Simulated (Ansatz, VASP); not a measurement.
# GaP in two plane-wave programs

Aim: how closely do two programs agree when they are given the same cell, functional and k mesh? The cell is taken from a series of runs on this material, whose earlier steps may have relaxed, scaled, displaced or heated it; both programs get it as it stands.

Calculated with Ansatz 0.2.0; plane waves, with VASP 6.6.1 beside it; zone-centre phonons at LDA.

### Step 1. Set-up

The structure is orthorhombic, space group Imm2 (No. 44). Conventional cell: a = 3.810 Å, b = 3.927 Å, c = 5.319 Å, α = 90.00°, β = 90.00°, γ = 90.00°. P has 4 Ga at 2.34 to 2.36 Å nearest. Nearest to Ga lie 4 P at 2.34 to 2.36 Å. Farther neighbours are not listed.

### Step 2. VASP: zone-centre phonons, LDA

Second derivatives magnify differences that forces hide, and they need a tight electronic threshold.

Lines of VASP's logs that name or quote its potential files are left out, and so is its time.

INCAR reads:

```
SYSTEM = GaP
PREC = Accurate
ENCUT = 500
EDIFF = 1E-08
NELM = 120
ISMEAR = 0
SIGMA = 0.01
LREAL = .FALSE.
ALGO = Normal
GGA = CA
NBANDS = 15
LORBIT = 11
LWAVE = .FALSE.
LCHARG = .FALSE.
ISIF = 2
IBRION = 8
LASPH = .TRUE.
GGA_COMPAT = .FALSE.
EFERMI = MIDGAP
KPAR = 2
```

POSCAR reads:

```
GaP
1.0
    0.0411136431      2.7354632194      2.6594611596
    2.7354632194      0.0411136431      2.6594611596
    2.7765768624      2.7765768624     -0.0000000001
P Ga
1 1
Direct
    0.7521116491      0.7521116491      0.7478883509
    0.9978883509      0.9978883509      0.0021116491
```

KPOINTS reads:

```
Automatic mesh
0
Gamma
12 12 12
0 0 0
```

PAW data sets: P and Ga_d (LDA family, release 64).

On the command line:

```console
$ mpirun -np 2 vasp_std
```

Numbers of over 12 decimals in the logs are rounded to 6 here.

What it wrote:

```text
[banner, memory and clock lines left out]
running    2 mpi-ranks, on    1 nodes
 distrk:  each k-point on    1 cores,    2 groups
 distr:  one band on    1 cores,    1 groups

 POSCAR found type information on POSCAR P Ga
 POSCAR found :  2 types and       2 ions
 LDA part: xc-table for (Slater(with rela. corr.)+CA(PZ))
 , standard interpolation
 POSCAR, INCAR and KPOINTS ok, starting setup
 FFT: planning ... GRIDC
 FFT: planning ... GRID_SOFT
 FFT: planning ... GRID
 WAVECAR not read
 entering main loop
       N       E                     dE             d eps       ncg     rms          rms(c)
DAV:   1     0.785408691957E+02    0.78541E+02   -0.89418E+03  8718   0.169E+03
DAV:   2    -0.458567915573E+01   -0.83127E+02   -0.79410E+02  9485   0.314E+02
DAV:   3    -0.106625560006E+02   -0.60769E+01   -0.60544E+01 10535   0.684E+01
DAV:   4    -0.107641146689E+02   -0.10156E+00   -0.10151E+00 10436   0.956E+00
DAV:   5    -0.107661615079E+02   -0.20468E-02   -0.20467E-02 10971   0.118E+00    0.440E+00
DAV:   6    -0.104922453707E+02    0.27392E+00   -0.38633E-01 13052   0.111E+01    0.283E+00
DAV:   7    -0.104434305881E+02    0.48815E-01   -0.90790E-02 10963   0.220E+00    0.105E+00
DAV:   8    -0.104387736072E+02    0.46570E-02   -0.12105E-02 10684   0.127E+00    0.200E-01
DAV:   9    -0.104387374568E+02    0.36150E-04   -0.10329E-03 12549   0.422E-01    0.641E-02
DAV:  10    -0.104387357332E+02    0.17235E-05   -0.52234E-05 12857   0.858E-02    0.256E-02
DAV:  11    -0.104387418447E+02   -0.61115E-05   -0.89781E-06 10767   0.436E-02    0.758E-03
DAV:  12    -0.104387416207E+02    0.22398E-06   -0.68822E-07 10549   0.861E-03    0.434E-03
DAV:  13    -0.104387416244E+02   -0.37512E-08   -0.14499E-07 10914   0.342E-03    0.406E-04
DAV:  14    -0.104387416236E+02    0.80399E-09   -0.13514E-08  7511   0.164E-03
   1 F= -.10438742E+02 E0= -.10438742E+02  d E =0.000000E+00
 Linear response reoptimize wavefunctions to high precision
DAV:   1    -0.104387416238E+02   -0.16189E-09   -0.26656E-09  9046   0.833E-04
DAV:   2    -0.104387416238E+02   -0.26830E-10   -0.36923E-10  5600   0.164E-04
 Linear response DOF=           4
 Linear response progress:
  Degree of freedom:   1/  4
       N       E                     dE             d eps       ncg     rms          rms(c)
RMM:   1    -0.510372319279E-01   -0.51037E-01    0.42833E-03 61312   0.180E+00
RMM:   2    -0.473923304252E-01    0.36449E-02   -0.60183E-03 47639   0.539E-01    0.122E-01
RMM:   3    -0.474376760410E-01   -0.45346E-04   -0.50033E-04 52811   0.173E-01    0.593E-02
RMM:   4    -0.476989919024E-01   -0.26132E-03   -0.74715E-05 51489   0.653E-02    0.112E-02
RMM:   5    -0.477124487533E-01   -0.13457E-04   -0.86536E-06 55312   0.223E-02    0.688E-03
RMM:   6    -0.476957741890E-01    0.16675E-04   -0.15490E-06 51429   0.798E-03    0.390E-03
RMM:   7    -0.476964117274E-01   -0.63754E-06   -0.21882E-07 54676   0.309E-03    0.731E-04
RMM:   8    -0.476941388694E-01    0.22729E-05   -0.32654E-08 52862   0.104E-03    0.160E-04
RMM:   9    -0.476938180575E-01    0.32081E-06   -0.57486E-09 54783   0.322E-04    0.216E-05
RMM:  10    -0.476938847106E-01   -0.66653E-07   -0.72090E-10 52974   0.113E-04    0.600E-06
RMM:  11    -0.476938750168E-01    0.96938E-08    0.69243E-10 54648   0.450E-05    0.706E-06
 first order change of Fermi-energy   0.66427E-04
 force on displaced ion       1 direction 1 : -10.077   0.355  -0.000
 Linear response progress:
  Degree of freedom:   2/  4
       N       E                     dE             d eps       ncg     rms          rms(c)
RMM:   1    -0.506418676480E-01   -0.50642E-01    0.45372E-03 19204   0.179E+00
RMM:   2    -0.472199953344E-01    0.34219E-02   -0.60555E-03 15324   0.526E-01    0.118E-01
RMM:   3    -0.472293310241E-01   -0.93357E-05   -0.49466E-04 16947   0.170E-01    0.577E-02
RMM:   4    -0.474731652767E-01   -0.24383E-03   -0.69097E-05 16559   0.631E-02    0.111E-02
RMM:   5    -0.474894853340E-01   -0.16320E-04   -0.82292E-06 17631   0.217E-02    0.687E-03
RMM:   6    -0.474729714481E-01    0.16514E-04   -0.15698E-06 16609   0.799E-03    0.369E-03
RMM:   7    -0.474735847245E-01   -0.61328E-06   -0.18608E-07 16871   0.324E-03    0.950E-04
RMM:   8    -0.474718719878E-01    0.17127E-05   -0.51068E-08 16904   0.123E-03    0.282E-04
RMM:   9    -0.474714027544E-01    0.46923E-06   -0.77894E-10 17892   0.408E-04    0.339E-05
RMM:  10    -0.474713880127E-01    0.14742E-07   -0.17063E-09 17113   0.127E-04    0.233E-05
RMM:  11    -0.474713483660E-01    0.39647E-07   -0.10265E-09 17378   0.522E-05    0.767E-06
RMM:  12    -0.474713526682E-01   -0.43022E-08   -0.44839E-10 16535   0.252E-05    0.993E-07
 first order change of Fermi-energy  -0.12737E+01
 force on displaced ion       1 direction 3 :  -0.000  -0.000 -10.045
 Linear response progress:
  Degree of freedom:   3/  4
       N       E                     dE             d eps       ncg     rms          rms(c)
RMM:   1    -0.167131111239E+00   -0.16713E+00    0.10861E-01 32747   0.860E+00
RMM:   2    -0.165086741061E+00    0.20444E-02   -0.26480E-02 50897   0.144E+00    0.555E-02
RMM:   3    -0.165449907074E+00   -0.36317E-03   -0.37326E-03 53041   0.425E-01    0.412E-02
RMM:   4    -0.165308262353E+00    0.14164E-03   -0.13955E-03 56030   0.172E-01    0.144E-02
RMM:   5    -0.165294166084E+00    0.14096E-04   -0.43150E-05 55586   0.418E-02    0.557E-03
RMM:   6    -0.165297876495E+00   -0.37104E-05   -0.76583E-06 54351   0.148E-02    0.748E-04
RMM:   7    -0.165296444140E+00    0.14324E-05   -0.10170E-06 54903   0.597E-03    0.153E-04
RMM:   8    -0.165295984383E+00    0.45976E-06   -0.10827E-06 56237   0.252E-03    0.433E-05
RMM:   9    -0.165295873074E+00    0.11131E-06    0.17684E-07 55801   0.106E-03    0.215E-05
RMM:  10    -0.165295826385E+00    0.46689E-07   -0.38771E-08 56285   0.474E-04    0.148E-05
RMM:  11    -0.165295710647E+00    0.11574E-06   -0.31072E-08 55151   0.217E-04    0.481E-06
RMM:  12    -0.165295761151E+00   -0.50504E-07   -0.13691E-07 55770   0.108E-04    0.227E-06
RMM:  13    -0.165295747053E+00    0.14099E-07    0.66775E-09 55101   0.552E-05    0.171E-06
RMM:  14    -0.165295726656E+00    0.20397E-07    0.12588E-08 55109   0.314E-05    0.903E-07
RMM:  15    -0.165295735327E+00   -0.86715E-08   -0.74939E-09 49574   0.200E-05    0.448E-07
 first order change of Fermi-energy  -0.47564E-05
 force on displaced ion       2 direction 1 : -10.060   0.359   0.005
 Linear response progress:
  Degree of freedom:   4/  4
       N       E                     dE             d eps       ncg     rms          rms(c)
RMM:   1    -0.166762144183E+00   -0.16676E+00    0.12636E-01 10554   0.867E+00
RMM:   2    -0.164867373218E+00    0.18948E-02   -0.25605E-02 16055   0.142E+00    0.546E-02
RMM:   3    -0.165286593128E+00   -0.41922E-03   -0.43225E-03 17000   0.436E-01    0.408E-02
RMM:   4    -0.165150940825E+00    0.13565E-03   -0.99804E-04 17764   0.147E-01    0.154E-02
RMM:   5    -0.165112861106E+00    0.38080E-04   -0.34152E-05 17935   0.384E-02    0.380E-03
RMM:   6    -0.165116753415E+00   -0.38923E-05   -0.36262E-06 17683   0.135E-02    0.109E-03
RMM:   7    -0.165119367159E+00   -0.26137E-05   -0.75839E-07 17551   0.545E-03    0.167E-04
RMM:   8    -0.165118350722E+00    0.10164E-05   -0.21127E-07 17657   0.232E-03    0.679E-05
RMM:   9    -0.165117685516E+00    0.66521E-06   -0.69960E-08 17626   0.101E-03    0.193E-05
RMM:  10    -0.165117748372E+00   -0.62856E-07   -0.19444E-08 17835   0.449E-04    0.114E-05
RMM:  11    -0.165117734970E+00    0.13402E-07   -0.75379E-09 17863   0.212E-04    0.446E-06
RMM:  12    -0.165117718573E+00    0.16397E-07   -0.31886E-09 18212   0.105E-04    0.120E-06
RMM:  13    -0.165117723553E+00   -0.49803E-08   -0.51267E-11 17717   0.529E-05    0.104E-06
 first order change of Fermi-energy   0.12743E+01
 force on displaced ion       2 direction 3 :  -0.000  -0.000 -10.039
 Linear response finished
```

OUTCAR, selected parts (step 2):

```text
ion  position               nearest neighbor table
   1  0.752  0.752  0.748-   2 2.34   2 2.34   2 2.36   2 2.36
   2  0.998  0.998  0.002-   1 2.34   1 2.34   1 2.36   1 2.36

  LATTYP: Found a body centered orthorhombic cell.
 ALAT       =     3.8103857126
 B/A-ratio  =     1.0305184178
 C/A-ratio  =     1.3959012868

 Subroutine GETGRP returns: Found  4 space group operations
 (whereof  4 operations were pure point group operations)

The static configuration has the point symmetry C_2v.

 Found    280 irreducible k-points:

   k-points           NKPTS =    280   k-points in BZ     NKDIM =    280   number of bands    NBANDS=     15

   dimension x,y,z NGX =    28 NGY =   28 NGZ =   30
   dimension x,y,z NGXF=    56 NGYF=   56 NGZF=   60

   ENCUT  =  500.0 eV  36.75 Ry    6.06 a.u.   6.96  6.96  7.16*2*pi/ulx,y,z

   NELECT =      18.0000    total number of electrons

 k-points in reciprocal lattice and weights: Automatic mesh
   0.00000000  0.00000000  0.00000000       0.001
   0.08333333  0.00000000  0.00000000       0.002
   0.16666667  0.00000000  0.00000000       0.002
   0.25000000  0.00000000 -0.00000000       0.002
   0.33333333  0.00000000  0.00000000       0.002
   0.41666667  0.00000000 -0.00000000       0.002
   0.50000000  0.00000000 -0.00000000       0.001
   0.08333333  0.08333333  0.00000000       0.001
   0.16666667  0.08333333  0.00000000       0.002
[...]
0.25000000  0.25000000  0.50000000       0.001
  -0.25000000  0.25000000  0.50000000       0.001

 average (electrostatic) potential at core
       1 -84.4625       2 -66.4059

  Total       -0.4821269     -0.4821269      0.0215283     -0.5057384      0.0000000      0.0000000
  in kB      -19.4126418    -19.4126418      0.8668286    -20.3633482      0.0000000      0.0000000
  external PRESSURE =     -12.6528184 kB  Pullay stress =       0.0000000 kB

  energy-cutoff  :      500.00
  volume of cell :       39.79
      direct lattice vectors                 reciprocal lattice vectors
     0.041113643  2.735463219  2.659461160    -0.185573544  0.185573544  0.188008010
     2.735463219  0.041113643  2.659461160     0.185573544 -0.185573544  0.188008010
     2.776576862  2.776576862 -0.000000000     0.180077853  0.180077853 -0.188008010

 POSITION                                       TOTAL-FORCE (eV/Angst)
 -----------------------------------------------------------------------------------
      4.16487      4.16487      4.00042         0.000000      0.000000      0.000714
      2.77658      2.77658      5.30769        -0.000000     -0.000000     -0.000714
 -----------------------------------------------------------------------------------
    total drift:                               -0.000005     -0.000005     -0.000443

 Eigenvectors and eigenvalues of the dynamical matrix
 ----------------------------------------------------

   1 f  =   10.900899 THz    68.492368 2PiTHz  363.614847 cm-1    45.082475 meV
             X         Y         Z           dx          dy          dz
      4.164865  4.164865  4.000423     0.588490   -0.588490    0.000000
      2.776577  2.776577  5.307691    -0.392019    0.392019   -0.000000

   2 f  =   10.698195 THz    67.218743 2PiTHz  356.853383 cm-1    44.244161 meV
             X         Y         Z           dx          dy          dz
      4.164865  4.164865  4.000423     0.000000    0.000000    0.832180
      2.776577  2.776577  5.307691    -0.000000   -0.000000   -0.554506

   3 f  =   10.522165 THz    66.112713 2PiTHz  350.981649 cm-1    43.516159 meV
             X         Y         Z           dx          dy          dz
      4.164865  4.164865  4.000423     0.588587    0.588587   -0.000000
      2.776577  2.776577  5.307691    -0.391874   -0.391874    0.000000

   4 f/i=    0.001381 THz     0.008678 2PiTHz    0.046068 cm-1     0.005712 meV
             X         Y         Z           dx          dy          dz
      4.164865  4.164865  4.000423     0.000000   -0.000000   -0.554506
      2.776577  2.776577  5.307691     0.000000   -0.000000   -0.832180

   5 f/i=    0.002813 THz     0.017671 2PiTHz    0.093815 cm-1     0.011632 meV
             X         Y         Z           dx          dy          dz
      4.164865  4.164865  4.000423     0.392019   -0.392019    0.000000
      2.776577  2.776577  5.307691     0.588490   -0.588490    0.000000

   6 f/i=    0.005311 THz     0.033372 2PiTHz    0.177167 cm-1     0.021966 meV
             X         Y         Z           dx          dy          dz
      4.164865  4.164865  4.000423    -0.391874   -0.391874    0.000000
      2.776577  2.776577  5.307691    -0.588587   -0.588587    0.000000

 ELASTIC MODULI CONTR FROM IONIC RELAXATION (kBar)
 Direction    XX          YY          ZZ          XY          YZ          ZX
 --------------------------------------------------------------------------------
 XX          -1.7163     -1.7163     -2.5634     18.8912      0.0000     -0.0000
 YY          -1.7163     -1.7163     -2.5634     18.8912     -0.0000      0.0000
 ZZ          -2.5634     -2.5634     -3.8287     28.2159      0.0000      0.0000
 XY          18.8912     18.8912     28.2159   -207.9388      0.0000      0.0000
 YZ           0.0000     -0.0000      0.0000      0.0000   -209.0774     36.8255
 ZX          -0.0000      0.0000      0.0000      0.0000     36.8255   -193.7776
 --------------------------------------------------------------------------------
```

(Continued in part 2 of 2.)

[Lines on the potential files, build, host, timing and source positions are cut from VASP's logs without a mark.]

[Logs are printed without paths, hosts, clocks, repeated set-up lines and the standing remarks that a program may print on its own settings, such as how far it seeks lower states.]

[Hosts, paths, dates, database ids (printed as entryN), source tags and the programs' standing remarks are cut or masked in the printed files.]
